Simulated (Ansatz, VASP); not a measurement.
## NaHg2: VASP beside Ansatz

Wanted: the spread between two codes on one cell, functional and k mesh.

Method: plane waves, with VASP 6.6.1 beside it; single point at r2SCAN, in Ansatz 0.2.0.

### 1. The structure

It takes space group P1 (No. 1, triclinic). The conventional cell has a = 3.230 Å, b = 5.029 Å, c = 5.029 Å, α = 120.00°, β = 90.00°, γ = 90.00°. Nearest to Na lie 12 Hg at 3.23 to 3.44 Å and 2 Na at 3.23 Å. Nearest to Hg lie 5 Hg at 2.86 to 3.23 Å and 6 Na at 3.23 to 3.44 Å. Nearest to Hg lie 5 Hg at 2.86 to 3.23 Å and 6 Na at 3.23 to 3.40 Å. Farther neighbours are not listed.

### 2. Ansatz: single point, r2SCAN

Ansatz runs on its default PAW (the set named soft_2) files.

With cell and atoms fixed, the geometry can't cause a difference; cores, projectors, grids and the points listed under the comparison can.

Input file input.yaml:

```yaml
crystal:
  lattice:
    - [5.029, 0.0, 0.0]
    - [-2.5145, 4.3552417556, 0.0]
    - [0.0, 0.0, 3.2304]
  atoms:
    - { symbol: Na, position: [0.016738, 0.012342, 0.025282] }
    - { symbol: Hg, position: [0.337389, 0.669681, 0.484804] }
    - { symbol: Hg, position: [0.668224, 0.343459, 0.505968] }
hamiltonian:
  xc: r2scan
  pseudopotentials: { kind: paw }
kpoints:
  mp_grid: { grid: [5, 5, 7] }
scf:
  occupations: { method: tetrahedron }
output:
  forces: true
  stress: true
  write_density: true
  write_potential: true
  elf: true
  volumetric_format: npy
```

The run is started by

```sh
ansatz run input.yaml --threads 2 --pin off --max-ram 4608MiB --backend cpu --events-out ev --progress --plain --runs-dir out
```

Numbers of over 12 decimals in the logs are rounded to 6 here.

The log of the run:

```text
Warning: output.forces, output.stress, relax.cell or npt_langevin: where a Kohn–Sham band that disperses or a degenerate level is filled in part under the method tetrahedron, the forces or the stress that this run publishes need not agree with its energy (scf.occupations.method in the input reference, under Limitations); prefer a smearing scheme for the forces or the stress
Engine: ansatz 0.2.0, aarch64-unknown-linux-gnu
Pseudopotentials: kind: paw
Pseudopotential: Na, paw, valence charge 9, recommended cutoff 500 eV (meta_gga), Na.paw.azcp
Pseudopotential: Hg, paw, valence charge 20, recommended cutoff 500 eV (meta_gga), Hg.paw.azcp
Functional definition: r2SCAN
  parameter k0 = 0.174
  parameter k1 = 0.065
  parameter a1 = 4.9479
  exchange = r2scan_x(k0 = k0, k1 = k1, a1 = a1)
  correlation = r2scan_c
Crystal: 3 atoms, lattice volume = 70.754 Å³
Basis set: ecut = 500 eV, 1769 PW (Γ), exchange–correlation on 160×160×96 points (64 copies of the dense FFT grid, shifted against one another)
Bands: 30, of which v1, the nominal top of the filled ones, is band 25 counted from 1 (24 counted from 0)
Symmetry: 1 space group operations
Space group: P1 (ITA 1), of the structure as read, at distance tolerance 4.1e-5 Å
k-points: 88 of 175 (time reversal used)
Non-local potential: Na, projectors of the file, l = 0: 3, l = 1: 2, l = 2: 1
Non-local potential: Hg, projectors of the file, l = 0: 3, l = 1: 2, l = 2: 2, l = 3: 1
PAW form: soft (Blöchl's): semilocal exchange-correlation on the pseudo side does not see the compensation charge
PAW frozen core: Na, regenerated for the run's functional (the file was generated under x = pbe(κ = 0.804, μ = 0.219515), c = pbe(β = 0.066725))
PAW frozen core: Hg, regenerated for the run's functional (the file was generated under x = pbe(κ = 0.804, μ = 0.219515), c = pbe(β = 0.066725))
PAW one-centre angular grid: Na, 302 points (default); XC on 339 of its mesh's 2595 points in the sphere
PAW one-centre angular grid: Hg, 590 points (default); XC on 160 Gauss nodes
Initial density: superposition of atomic densities (neutral atoms: chi_scale 0, normalization atom), corrected by the library's trained network
Initial wavefunctions: pseudopotential atomic-orbital guess
Functional: x = r2scan, c = r2scan; τ floored in thin density (d = 2e-4 eV/Å³)
SCF iter   1: F=—  HF=-29145.052706 eV  |F-HF|=—  |Δ(HF+E_count)|=         —  Δρ=7.77e-3  dr2=3.57e-2  dr2_τ=7.88e-3  ethr=1.77e-3  ⟨swp⟩=6.3  Hψ=10404  notcnv=0
preconditioner: auto → Kerker (q_TF=auto, 2.566 Å⁻¹)  [metal: no gap  n_scr=26 (ndim 8)  ℏωp=22.1 eV  f_vac=0.004]
SCF iter   2: F=—  HF=-29145.054977 eV  |F-HF|=—  |Δ(HF+E_count)|=   2.27e-3  Δρ=3.67e-3  dr2=1.16e-2  dr2_τ=9.05e-4  ethr=7.28e-5  ⟨swp⟩=2.0  Hψ=5120  notcnv=0  defer=90
SCF iter   3: F=—  HF=-29145.053326 eV  |F-HF|=—  |Δ(HF+E_count)|=   1.65e-3  Δρ=1.19e-3  dr2=2.35e-3  dr2_τ=5.25e-5  ethr=2.37e-5  ⟨swp⟩=2.3  Hψ=4014  notcnv=0  defer=90
SCF iter   4: F=—  HF=-29145.053156 eV  |F-HF|=—  |Δ(HF+E_count)|=   1.70e-4  Δρ=4.52e-4  dr2=4.31e-4  dr2_τ=1.06e-5  ethr=4.79e-6  ⟨swp⟩=2.8  Hψ=3269  notcnv=0  defer=90
SCF iter   5: F=—  HF=-29145.053108 eV  |F-HF|=—  |Δ(HF+E_count)|=   4.87e-5  Δρ=1.89e-4  dr2=6.27e-5  dr2_τ=5.26e-7  ethr=8.80e-7  ⟨swp⟩=3.0  Hψ=4039  notcnv=0  defer=90
SCF iter   6: F=—  HF=-29145.053122 eV  |F-HF|=—  |Δ(HF+E_count)|=   1.46e-5  Δρ=6.57e-5  dr2=2.35e-6  dr2_τ=7.76e-8  ethr=1.28e-7  ⟨swp⟩=3.5  Hψ=4488  notcnv=0  defer=90
SCF iter   7: F=—  HF=-29145.053131 eV  |F-HF|=—  |Δ(HF+E_count)|=   9.15e-6  Δρ=2.42e-5  dr2=3.96e-7  dr2_τ=3.60e-8  ethr=4.80e-9  ⟨swp⟩=2.6  Hψ=4412  notcnv=0  defer=90
SCF iter   8: F=-29145.053134 eV  HF=-29145.053134 eV  |F-HF|=6.77e-9  |Δ(HF+E_count)|=   2.28e-6  Δρ=5.10e-6  dr2=1.32e-8  dr2_τ=2.96e-9  ethr=2.04e-10  ⟨swp⟩=10.7  Hψ=16887  notcnv=0
SCF 1 converged in 8 iterations: F = -29145.053134 eV  dr2 = 1.32e-8
  Residual-converged pass: ⟨swp⟩=1.0  Hψ=2993  notcnv=0  max |occ|·‖R‖ = 7.1e-9 eV (tolerance 1.0e-8 eV)  dr2=1.32e-8  dr2_τ=2.96e-9  dr2_onsite=2.54e-9  max |Δocc| = 4.4e-11
  greatest PAW one-centre occupation: 1.001 electrons in one spin orbital (limit 2), on the Hg atom at site 1 (counted from 0), in its partial waves of l = 0
SCF converged after 8 iterations
Stability not checked: this state was not tested for a lower state beside it, because cold or Methfessel-Paxton smearing, or corrected tetrahedra, fill the levels in a way that the test cannot read (fill_not_monotonic; see scf.lower_state_search)
Free energy (F): -29145.053134 eV
Harris-Foulkes:  -29145.053134 eV  (|F-HF|=6.77e-9)
Internal energy: -29145.053134 eV  (E = F + TS)
E sigma→0 (E₀):  -29145.053134 eV
Fermi energy:    11.296299 eV
--- Per-component energies (eV) ---
  E_band       = -1137.212137
  E_kinetic    = 1330.478107
  E_local      = -6897.500441  (includes V_loc(G=0)·N_el)
  E_nonlocal   = 261.362032
  E_hartree    = 2867.069792
  E_xc         = -454.599757
  E_vxc        = -637.661384  (∫ρ·V_xc dr)
  E_paw        = -20209.843360  (= ΣΔE_a)
  E_vpaw       = -973.741501  (= ΣTr[D̂ρ^β])
  E_aug_tail   = 0.000756  (compensation charges beyond the density's cutoff)
  E_vtau       = 45.718881  (kinetic-family band-sum trace: ∫τ·v_τ [+ j·A + Jᵃ·Aᵃ] dr)
  E_ewald      = -6041.696140
  E_core_change = -0.324123  (= ΣΔE_core)
  E_smearing   = -0.000000  (= −TS)
  E_closure    = 0.000000  (closes the sum)
  Σ components = -29145.053134   (vs F -29145.053134, Δ=0.00e0)
--- Forces (eV/Å), atoms counted from 1 ---
  atom   1  Na    -0.07721123    -0.04022353    -0.08632527
  atom   2  Hg    -0.08327164     0.13064102     0.05003350
  atom   3  Hg     0.16049546    -0.09041359     0.03627869
  max |Σ_I F_I| component: 1.31e-5 eV/Å
--- Stress (GPa, compression-positive) ---
        1.207512      -0.228768       0.052952
       -0.228768       0.764925       0.015490
        0.052952       0.015490       0.789381
  P = ⅓ Tr σ = 0.9206 GPa (9.206 kbar)
--- Band table (eV; the first three rows and the last of 88) ---
  k-point 0: bands = [... 21 lower, 4.4077, 4.4596, 11.1470, 12.4618, 12.6026, 15.1186, 15.3097, 15.7510, ... 1 higher]
  k-point 1: bands = [... 21 lower, 4.3249, 4.3798, 11.3547, 12.8847, 13.0233, 15.4134, 15.5955, 15.9853, ... 1 higher]
  k-point 2: bands = [... 21 lower, 4.3473, 4.5749, 12.0666, 12.8924, 13.9631, 14.1020, 16.2442, 16.4092, ... 1 higher]
  k-point 87: bands = [... 21 lower, 4.5170, 4.7347, 7.7411, 10.4221, 14.7960, 15.8377, 17.4924, 19.9077, ... 1 higher]
```

Run time: 40 s. Hardware: 2 threads of Arm Neoverse N1, shared host; peak memory 0.65 GiB.

The run ends at a pressure of 0.92 GPa, with forces up to 0.19 eV/Å.

### 3. VASP: single point, r2SCAN

The same cell, functional, mesh and smearing now go to VASP, with its own data sets and cutoff.

Lines of VASP's logs that name or quote its potential files are left out, and so is its time.

Input file INCAR:

```
SYSTEM = NaHg2
PREC = Accurate
ENCUT = 400
EDIFF = 1E-06
NELM = 100
ISMEAR = -5
SIGMA = 0.05
LREAL = .FALSE.
ALGO = Normal
METAGGA = R2SCAN
LASPH = .TRUE.
NBANDS = 21
LORBIT = 11
LWAVE = .FALSE.
LCHARG = .FALSE.
KPAR = 4
ISIF = 2
```

Input file POSCAR:

```
NaHg2
1.0
    5.0290000000      0.0000000000      0.0000000000
   -2.5145000000      4.3552417556      0.0000000000
    0.0000000000      0.0000000000      3.2304000000
Na Hg
1 2
Direct
    0.0167380000      0.0123420000      0.0252820000
    0.3373890000      0.6696810000      0.4848040000
    0.6682240000      0.3434590000      0.5059680000
```

Input file KPOINTS:

```
Automatic mesh
0
Gamma
5 5 7
0 0 0
```

PAW data sets: Na_pv and Hg (PBE family, release 64).

The run is started by

```sh
mpirun -np 4 vasp_std
```

The log of the run:

```text
[banner, memory and clock lines left out]
running    4 mpi-ranks, on    1 nodes
 distrk:  each k-point on    1 cores,    4 groups
 distr:  one band on    1 cores,    1 groups

 POSCAR found type information on POSCAR NaHg
 POSCAR found :  2 types and       3 ions
|                                                                             |
|               ----> ADVICE to this user running VASP <----                  |
|                                                                             |
|     You enforced a specific xc type in the INCAR file but a different       |
|     [... a line on the potential file left out ...]
|     I HOPE YOU KNOW WHAT YOU ARE DOING!                                     |
|                                                                             |

 LDA part: xc-table for (None), standard interpolation
 POSCAR, INCAR and KPOINTS ok, starting setup
 FFT: planning ... GRIDC
 FFT: planning ... GRID_SOFT
 FFT: planning ... GRID
 WAVECAR not read
 entering main loop
       N       E                     dE             d eps       ncg     rms          rms(c)
DAV:   1     0.134526043858E+03    0.13453E+03   -0.13060E+04  3696   0.135E+03
DAV:   2    -0.102112024239E+03   -0.23664E+03   -0.22369E+03  3774   0.380E+02
DAV:   3    -0.111626545424E+03   -0.95145E+01   -0.94253E+01  4352   0.856E+01
DAV:   4    -0.111714903614E+03   -0.88358E-01   -0.88557E-01  3891   0.814E+00
DAV:   5    -0.111716082117E+03   -0.11785E-02   -0.11784E-02  4256   0.891E-01    0.489E+00
DAV:   6    -0.103083190366E+03    0.86329E+01   -0.53302E+00  3976   0.245E+01    0.650E+00
DAV:   7    -0.103067584103E+03    0.15606E-01   -0.10656E-01  3881   0.360E+00    0.403E+00
DAV:   8    -0.103069319093E+03   -0.17350E-02   -0.98624E-02  3906   0.315E+00    0.352E-01
DAV:   9    -0.103069140969E+03    0.17812E-03   -0.44786E-03  4001   0.696E-01    0.216E-01
DAV:  10    -0.103068771597E+03    0.36937E-03   -0.42325E-03  4016   0.639E-01    0.681E-02
DAV:  11    -0.103068755071E+03    0.16526E-04   -0.15682E-04  3981   0.119E-01    0.237E-02
DAV:  12    -0.103068728984E+03    0.26087E-04   -0.39268E-05  4016   0.629E-02    0.385E-03
DAV:  13    -0.103068726782E+03    0.22018E-05   -0.21299E-06  3224   0.132E-02    0.364E-03
DAV:  14    -0.103068721800E+03    0.49821E-05   -0.55089E-07  2168   0.845E-03    0.762E-04
DAV:  15    -0.103068721428E+03    0.37179E-06   -0.55344E-08  2103   0.206E-03
   1 F= -.10306872E+03 E0= -.10306872E+03  d E =0.000000E+00
|                                                                             |
|           W    W    AA    RRRRR   N    N  II  N    N   GGGG   !!!           |
|           W    W   A  A   R    R  NN   N  II  NN   N  G    G  !!!           |
|           W    W  A    A  R    R  N N  N  II  N N  N  G       !!!           |
|           W WW W  AAAAAA  RRRRR   N  N N  II  N  N N  G  GGG   !            |
|           WW  WW  A    A  R   R   N   NN  II  N   NN  G    G                |
|           W    W  A    A  R    R  N    N  II  N    N   GGGG   !!!           |
|                                                                             |
|     Tetrahedron method does not include variations of the Fermi             |
|     occupations, so forces and stress will be inaccurate. We suggest        |
|     using a different smearing scheme ISMEAR = 1 or 2 for metals in         |
|     relaxations.                                                            |
|                                                                             |
```

From OUTCAR (step 3):

```text
ion  position               nearest neighbor table
   1  0.017  0.012  0.025-   2 3.23   3 3.23   2 3.25   3 3.30   3 3.30   2 3.31
   2  0.337  0.670  0.485-   3 2.86   3 2.92   3 2.94   1 3.23   1 3.25   1 3.31
   3  0.668  0.343  0.506-   2 2.86   2 2.92   2 2.94   1 3.23   1 3.30   1 3.30

  LATTYP: Found a hexagonal cell.
 ALAT       =     5.0290000000
 C/A-ratio  =     0.6423543448

 Subroutine GETGRP returns: Found  1 space group operations
 (whereof  1 operations were pure point group operations)

The static configuration has the point symmetry C_1 .

 Found     88 irreducible k-points:

   k-points           NKPTS =     88   k-points in BZ     NKDIM =     88   number of bands    NBANDS=     21

   dimension x,y,z NGX =    36 NGY =   36 NGZ =   24
   dimension x,y,z NGXF=    72 NGYF=   72 NGZF=   48

   ENCUT  =  400.0 eV  29.40 Ry    5.42 a.u.   8.20  8.20  5.27*2*pi/ulx,y,z

   NELECT =      31.0000    total number of electrons

 k-points in reciprocal lattice and weights: Automatic mesh
   0.00000000  0.00000000  0.00000000       0.006
   0.20000000 -0.00000000  0.00000000       0.011
   0.00000000  0.20000000  0.00000000       0.011
  -0.20000000  0.20000000  0.00000000       0.011
   0.40000000  0.00000000  0.00000000       0.011
   0.00000000  0.40000000  0.00000000       0.011
  -0.40000000  0.40000000  0.00000000       0.011
   0.20000000  0.20000000  0.00000000       0.011
  -0.20000000  0.40000000  0.00000000       0.011
[...]
0.20000000  0.40000000  0.42857143       0.011
  -0.40000000 -0.40000000  0.42857143       0.011

 average (electrostatic) potential at core
       1 -52.7133       2 -46.7276       3 -46.7278

 E-fermi :   2.4833

 k-point     1 :       0.0000    0.0000    0.0000
  band No.  band energies     occupation
    ...
     11      -4.9644      2.00000
     12      -4.9104      2.00000
     13      -4.3807      2.00000
     14      -4.3285      2.00000
     15       2.3317      1.99616
     16       3.6350      0.00000
     17       3.7767      0.00000
     18       6.3116      0.00000
     19       6.5030      0.00000
     20       6.9810      0.00000
    ...

 k-point     2 :       0.2000   -0.0000    0.0000
  band No.  band energies     occupation
    ...
     12      -4.7254      2.00000
     13      -4.4080      2.00000
     14      -4.3163      2.00000
     15       0.2925      2.00077
     16       2.8285      0.50711
     17       4.2739      0.00000
     18       6.7559      0.00000
     19       7.7419      0.00000
     20       9.3546      0.00000
     21      10.6901      0.00000

 k-point     3 :       0.0000    0.2000    0.0000
  band No.  band energies     occupation
    ...
     12      -4.7322      2.00000
     13      -4.4152      2.00000
     14      -4.3094      2.00000
     15       0.3099      2.00077
     16       2.8146      0.52546
     17       4.2622      0.00000
     18       6.7454      0.00000
     19       7.7760      0.00000
     20       9.3451      0.00000
     21      10.6864      0.00000

  Total        0.6069552      0.3871436      0.3313398     -0.1168784      0.0383671     -0.0359680
  in kB       13.7441221      8.7666253      7.5029838     -2.6466387      0.8687993     -0.8144734
  external PRESSURE =      10.0045771 kB  Pullay stress =       0.0000000 kB

  energy-cutoff  :      400.00
  volume of cell :       70.75
      direct lattice vectors                 reciprocal lattice vectors
     5.029000000  0.000000000  0.000000000     0.198846689  0.114804190  0.000000000
    -2.514500000  4.355241756  0.000000000     0.000000000  0.229608379  0.000000000
     0.000000000  0.000000000  3.230400000     0.000000000  0.000000000  0.309559188

 POSITION                                       TOTAL-FORCE (eV/Angst)
 -----------------------------------------------------------------------------------
      0.05314      0.05375      0.08167        -0.096256     -0.033466     -0.088253
      0.01282      2.91662      1.56611        -0.076900      0.131566      0.049155
      2.49687      1.49585      1.63448         0.173156     -0.098100      0.039099
 -----------------------------------------------------------------------------------
    total drift:                               -0.030041      0.009939     -0.003127

  FREE ENERGIE OF THE ION-ELECTRON SYSTEM (eV)
  ---------------------------------------------------
  free  energy   TOTEN  =      -103.0687214279 eV

  energy  without entropy=     -103.0687214279  energy(sigma->0) =     -103.06872143

 total charge
# of ion       s       p       d       tot
------------------------------------------
    1        0.063   5.982   0.000   6.045
    2        0.906   0.322   9.287  10.516
    3        0.906   0.322   9.287  10.515
--------------------------------------------------
tot          1.875   6.626  18.574  27.076

[... 3 further parts left out ...]
```

This run has no spin polarisation. Its electron count is odd, so without a moment it is a metal by construction. With tetrahedra the forces and stress of a metal are not exact derivatives of the energy.

### 4. Comparison

Known differences besides the PAW data sets themselves: VASP keeps PBE cores, Ansatz makes them for the functional; the data sets hold 49 valence electrons in Ansatz (default PAW (the set named soft_2) files) and 31 in VASP; the cutoff is 500 eV in Ansatz and 400 eV in VASP. Total energies have different zeros and are not compared.

Both answers:

```csv
quantity,Ansatz,VASP,difference
pressure (GPa),0.92,1.00,-0.08
```

Forces (eV/Å; atoms numbered as in POSCAR):

| atom | Ansatz x, y, z | VASP x, y, z |
| --- | --- | --- |
| Na1 | -0.077, -0.040, -0.086 | -0.096, -0.033, -0.088 |
| Hg2 | -0.083, 0.131, 0.050 | -0.077, 0.132, 0.049 |
| Hg3 | 0.160, -0.090, 0.036 | 0.173, -0.098, 0.039 |

The forces differ by 8.7 meV/Å r.m.s., which is 9.0 % of the r.m.s. force of 0.10 eV/Å (both taken over all components). Ansatz's pressure holds a Pulay correction of 0.05 GPa; VASP's holds none.

### 5. Summary of results

```
r.m.s. force difference (single point, r2SCAN) : 8.7 meV/Å
```

What this shows: The r.m.s. force difference is 8.7 meV/Å (single point, r2SCAN), within the 12 meV/Å picked in this series as the mark of a large difference. Differences of this kind measure data sets and numerical settings, not the functional's error against experiment.

[Lines on the potential files, build, host, timing and source positions are cut from VASP's logs without a mark.]

[Logs are printed without paths, hosts, clocks, repeated set-up lines and the standing remarks that a program may print on its own settings, such as how far it seeks lower states.]

[Hosts, paths, dates, database ids (printed as entryN), source tags and the programs' standing remarks are cut or masked in the printed files.]
